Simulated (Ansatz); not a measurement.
SrCl2: levels along high-symmetry lines

```
Sr Cl
1.0
     0.00000    3.48550    3.48550
     3.48550    0.00000    3.48550
     3.48550    3.48550    0.00000
Sr Cl
1 2
Direct
  0.00000 0.00000 0.00000
  0.25000 0.25000 0.25000
  0.75000 0.75000 0.75000
```

Atom numbers follow the list: Sr1, Cl2, Cl3.

The conventional cell has a = 6.971 Å, b = 6.971 Å, c = 6.971 Å, α = 90.00°, β = 90.00°, γ = 90.00°. Sr (atom 1) is surrounded by 8 Cl at 3.02 Å. Around Cl (atom 2) lie 4 Sr at 3.02 Å.

The cell is COD entry 1541509, as deposited and not checked against the literature; nothing was relaxed.

These are results of DFT, PBE, all-electron LAPW, scalar-relativistic in Ansatz 0.2.0, not measurements.

The runs use a Γ-centred 8×8×8 k mesh, Fermi–Dirac smearing of 0.01 eV, basis error target 1 meV/atom, no spin polarisation.

Points in fractions of the reciprocal vectors of this cell: Γ (0, 0, 0), X (0.5, 0, 0.5), U (0.625, 0.25, 0.625), K (0.375, 0.375, 0.75), L (0.5, 0.5, 0.5), W (0.5, 0.25, 0.75). The path runs Γ–X–U–K–Γ–L–W–X. Energies are in eV from the top of the valence band; (×n) counts levels within 4 meV of each other, which need not be degenerate by symmetry.

Metal or insulator at this level of theory?

An insulator or semiconductor: gap 5.35 eV, indirect from X (0.5, 0, 0.5) to Γ.

Tabulate bands 24 to 31, counted from the lowest band of the run, along the path.


```json
{"k (1/Å)": "0.00", "point": "Γ", "band 24": "-2.13", "band 25": "-2.13", "band 26": "-0.33", "band 27": "-0.33", "band 28": "-0.33", "band 29": "5.35", "band 30": "6.10", "band 31": "6.10"}
{"k (1/Å)": "0.13", "point": "", "band 24": "-2.12", "band 25": "-2.04", "band 26": "-0.50", "band 27": "-0.33", "band 28": "-0.33", "band 29": "5.51", "band 30": "6.15", "band 31": "6.17"}
{"k (1/Å)": "0.26", "point": "", "band 24": "-2.09", "band 25": "-1.80", "band 26": "-0.93", "band 27": "-0.32", "band 28": "-0.32", "band 29": "5.86", "band 30": "6.29", "band 31": "6.32"}
{"k (1/Å)": "0.39", "point": "", "band 24": "-2.05", "band 25": "-1.46", "band 26": "-1.42", "band 27": "-0.32", "band 28": "-0.32", "band 29": "6.10", "band 30": "6.52", "band 31": "6.57"}
{"k (1/Å)": "0.52", "point": "", "band 24": "-2.00", "band 25": "-1.97", "band 26": "-0.96", "band 27": "-0.34", "band 28": "-0.34", "band 29": "5.97", "band 30": "6.83", "band 31": "7.08"}
{"k (1/Å)": "0.64", "point": "", "band 24": "-1.94", "band 25": "-1.94", "band 26": "-0.50", "band 27": "-0.36", "band 28": "-0.36", "band 29": "5.74", "band 30": "7.17", "band 31": "7.68"}
{"k (1/Å)": "0.77", "point": "", "band 24": "-1.89", "band 25": "-1.89", "band 26": "-0.39", "band 27": "-0.39", "band 28": "-0.14", "band 29": "5.57", "band 30": "7.23", "band 31": "7.49"}
{"k (1/Å)": "0.90", "point": "X", "band 24": "-1.88", "band 25": "-1.88", "band 26": "-0.40", "band 27": "-0.40", "band 28": "0.00", "band 29": "5.51", "band 30": "7.06", "band 31": "7.64"}
{"k (1/Å)": "0.95", "point": "", "band 24": "-1.88", "band 25": "-1.87", "band 26": "-0.41", "band 27": "-0.40", "band 28": "0.00", "band 29": "5.52", "band 30": "7.06", "band 31": "7.63"}
{"k (1/Å)": "0.99", "point": "", "band 24": "-1.88", "band 25": "-1.86", "band 26": "-0.43", "band 27": "-0.41", "band 28": "-0.01", "band 29": "5.56", "band 30": "7.06", "band 31": "7.61"}
{"k (1/Å)": "1.04", "point": "", "band 24": "-1.89", "band 25": "-1.85", "band 26": "-0.46", "band 27": "-0.42", "band 28": "-0.02", "band 29": "5.61", "band 30": "7.07", "band 31": "7.57"}
{"k (1/Å)": "1.08", "point": "", "band 24": "-1.90", "band 25": "-1.82", "band 26": "-0.51", "band 27": "-0.44", "band 28": "-0.03", "band 29": "5.69", "band 30": "7.08", "band 31": "7.53"}
{"k (1/Å)": "1.13", "point": "", "band 24": "-1.90", "band 25": "-1.80", "band 26": "-0.57", "band 27": "-0.47", "band 28": "-0.06", "band 29": "5.77", "band 30": "7.09", "band 31": "7.47"}
{"k (1/Å)": "1.17", "point": "", "band 24": "-1.91", "band 25": "-1.76", "band 26": "-0.63", "band 27": "-0.50", "band 28": "-0.08", "band 29": "5.87", "band 30": "7.11", "band 31": "7.41"}
{"k (1/Å)": "1.22", "point": "U", "band 24": "-1.91", "band 25": "-1.72", "band 26": "-0.71", "band 27": "-0.53", "band 28": "-0.11", "band 29": "5.96", "band 30": "7.14", "band 31": "7.35"}
{"k (1/Å)": "1.30", "point": "", "band 24": "-1.97", "band 25": "-1.63", "band 26": "-0.81", "band 27": "-0.50", "band 28": "-0.13", "band 29": "6.03", "band 30": "7.17", "band 31": "7.28"}
{"k (1/Å)": "1.38", "point": "", "band 24": "-2.08", "band 25": "-1.48", "band 26": "-0.97", "band 27": "-0.43", "band 28": "-0.17", "band 29": "6.13", "band 30": "7.14", "band 31": "7.23"}
{"k (1/Å)": "1.46", "point": "", "band 24": "-2.16", "band 25": "-1.32", "band 26": "-1.13", "band 27": "-0.37", "band 28": "-0.22", "band 29": "6.22", "band 30": "7.02", "band 31": "7.29"}
{"k (1/Å)": "1.54", "point": "", "band 24": "-2.16", "band 25": "-1.32", "band 26": "-1.13", "band 27": "-0.37", "band 28": "-0.22", "band 29": "6.22", "band 30": "7.02", "band 31": "7.29"}
{"k (1/Å)": "1.61", "point": "", "band 24": "-2.08", "band 25": "-1.48", "band 26": "-0.97", "band 27": "-0.43", "band 28": "-0.17", "band 29": "6.13", "band 30": "7.14", "band 31": "7.23"}
{"k (1/Å)": "1.69", "point": "", "band 24": "-1.97", "band 25": "-1.63", "band 26": "-0.81", "band 27": "-0.50", "band 28": "-0.13", "band 29": "6.03", "band 30": "7.17", "band 31": "7.28"}
{"k (1/Å)": "1.77", "point": "K", "band 24": "-1.91", "band 25": "-1.72", "band 26": "-0.71", "band 27": "-0.53", "band 28": "-0.11", "band 29": "5.96", "band 30": "7.14", "band 31": "7.35"}
{"k (1/Å)": "1.91", "point": "", "band 24": "-1.88", "band 25": "-1.56", "band 26": "-0.98", "band 27": "-0.70", "band 28": "-0.20", "band 29": "6.15", "band 30": "7.15", "band 31": "7.26"}
{"k (1/Å)": "2.05", "point": "", "band 24": "-1.75", "band 25": "-1.35", "band 26": "-1.27", "band 27": "-0.95", "band 28": "-0.26", "band 29": "6.25", "band 30": "6.95", "band 31": "7.24"}
{"k (1/Å)": "2.18", "point": "", "band 24": "-1.55", "band 25": "-1.49", "band 26": "-1.27", "band 27": "-1.10", "band 28": "-0.29", "band 29": "6.34", "band 30": "6.75", "band 31": "6.94"}
{"k (1/Å)": "2.32", "point": "", "band 24": "-1.79", "band 25": "-1.60", "band 26": "-1.13", "band 27": "-0.83", "band 28": "-0.30", "band 29": "6.40", "band 30": "6.49", "band 31": "6.55"}
{"k (1/Å)": "2.45", "point": "", "band 24": "-1.97", "band 25": "-1.87", "band 26": "-0.76", "band 27": "-0.58", "band 28": "-0.32", "band 29": "5.97", "band 30": "6.31", "band 31": "6.35"}
{"k (1/Å)": "2.59", "point": "", "band 24": "-2.09", "band 25": "-2.06", "band 26": "-0.45", "band 27": "-0.40", "band 28": "-0.33", "band 29": "5.53", "band 30": "6.16", "band 31": "6.17"}
{"k (1/Å)": "2.73", "point": "Γ", "band 24": "-2.13", "band 25": "-2.13", "band 26": "-0.33", "band 27": "-0.33", "band 28": "-0.33", "band 29": "5.35", "band 30": "6.10", "band 31": "6.10"}
{"k (1/Å)": "2.84", "point": "", "band 24": "-2.11", "band 25": "-2.09", "band 26": "-0.40", "band 27": "-0.36", "band 28": "-0.36", "band 29": "5.47", "band 30": "6.15", "band 31": "6.15"}
{"k (1/Å)": "2.95", "point": "", "band 24": "-2.05", "band 25": "-1.99", "band 26": "-0.57", "band 27": "-0.45", "band 28": "-0.45", "band 29": "5.80", "band 30": "6.26", "band 31": "6.26"}
{"k (1/Å)": "3.06", "point": "", "band 24": "-1.96", "band 25": "-1.84", "band 26": "-0.80", "band 27": "-0.57", "band 28": "-0.57", "band 29": "6.25", "band 30": "6.42", "band 31": "6.42"}
{"k (1/Å)": "3.17", "point": "", "band 24": "-1.85", "band 25": "-1.68", "band 26": "-1.03", "band 27": "-0.71", "band 28": "-0.71", "band 29": "6.56", "band 30": "6.56", "band 31": "6.65"}
{"k (1/Å)": "3.29", "point": "", "band 24": "-1.73", "band 25": "-1.55", "band 26": "-1.22", "band 27": "-0.86", "band 28": "-0.86", "band 29": "6.66", "band 30": "6.66", "band 31": "6.93"}
{"k (1/Å)": "3.40", "point": "", "band 24": "-1.61", "band 25": "-1.49", "band 26": "-1.31", "band 27": "-0.99", "band 28": "-0.99", "band 29": "6.71", "band 30": "6.71", "band 31": "7.23"}
{"k (1/Å)": "3.51", "point": "L", "band 24": "-1.56", "band 25": "-1.50", "band 26": "-1.32", "band 27": "-1.05", "band 28": "-1.05", "band 29": "6.73", "band 30": "6.73", "band 31": "7.54"}
{"k (1/Å)": "3.60", "point": "", "band 24": "-1.62", "band 25": "-1.53", "band 26": "-1.20", "band 27": "-1.03", "band 28": "-0.95", "band 29": "6.66", "band 30": "6.75", "band 31": "7.52"}
{"k (1/Å)": "3.69", "point": "", "band 24": "-1.82", "band 25": "-1.49", "band 26": "-1.13", "band 27": "-0.89", "band 28": "-0.77", "band 29": "6.52", "band 30": "6.82", "band 31": "7.49"}
{"k (1/Å)": "3.78", "point": "", "band 24": "-1.98", "band 25": "-1.43", "band 26": "-1.14", "band 27": "-0.66", "band 28": "-0.60", "band 29": "6.38", "band 30": "6.90", "band 31": "7.43"}
{"k (1/Å)": "3.87", "point": "", "band 24": "-2.09", "band 25": "-1.35", "band 26": "-1.16", "band 27": "-0.47", "band 28": "-0.44", "band 29": "6.29", "band 30": "6.96", "band 31": "7.38"}
{"k (1/Å)": "3.96", "point": "", "band 24": "-2.17", "band 25": "-1.28", "band 26": "-1.19", "band 27": "-0.38", "band 28": "-0.26", "band 29": "6.24", "band 30": "7.00", "band 31": "7.32"}
{"k (1/Å)": "4.05", "point": "", "band 24": "-2.21", "band 25": "-1.23", "band 26": "-1.20", "band 27": "-0.33", "band 28": "-0.14", "band 29": "6.23", "band 30": "7.01", "band 31": "7.26"}
{"k (1/Å)": "4.15", "point": "W", "band 24": "-2.23", "band 25": "-1.21", "band 26": "-1.21", "band 27": "-0.31", "band 28": "-0.10", "band 29": "6.23", "band 30": "7.02", "band 31": "7.24"}
{"k (1/Å)": "4.21", "point": "", "band 24": "-2.19", "band 25": "-1.37", "band 26": "-1.04", "band 27": "-0.32", "band 28": "-0.10", "band 29": "6.17", "band 30": "7.09", "band 31": "7.18"}
{"k (1/Å)": "4.27", "point": "", "band 24": "-2.12", "band 25": "-1.51", "band 26": "-0.88", "band 27": "-0.33", "band 28": "-0.08", "band 29": "6.02", "band 30": "7.13", "band 31": "7.22"}
{"k (1/Å)": "4.34", "point": "", "band 24": "-2.05", "band 25": "-1.64", "band 26": "-0.73", "band 27": "-0.35", "band 28": "-0.06", "band 29": "5.86", "band 30": "7.10", "band 31": "7.37"}
{"k (1/Å)": "4.40", "point": "", "band 24": "-1.98", "band 25": "-1.74", "band 26": "-0.59", "band 27": "-0.37", "band 28": "-0.03", "band 29": "5.72", "band 30": "7.08", "band 31": "7.49"}
{"k (1/Å)": "4.47", "point": "", "band 24": "-1.92", "band 25": "-1.81", "band 26": "-0.49", "band 27": "-0.39", "band 28": "-0.02", "band 29": "5.60", "band 30": "7.07", "band 31": "7.58"}
{"k (1/Å)": "4.53", "point": "", "band 24": "-1.89", "band 25": "-1.86", "band 26": "-0.42", "band 27": "-0.39", "band 28": "0.00", "band 29": "5.53", "band 30": "7.06", "band 31": "7.62"}
{"k (1/Å)": "4.60", "point": "X", "band 24": "-1.88", "band 25": "-1.88", "band 26": "-0.40", "band 27": "-0.40", "band 28": "0.00", "band 29": "5.51", "band 30": "7.06", "band 31": "7.64"}
```
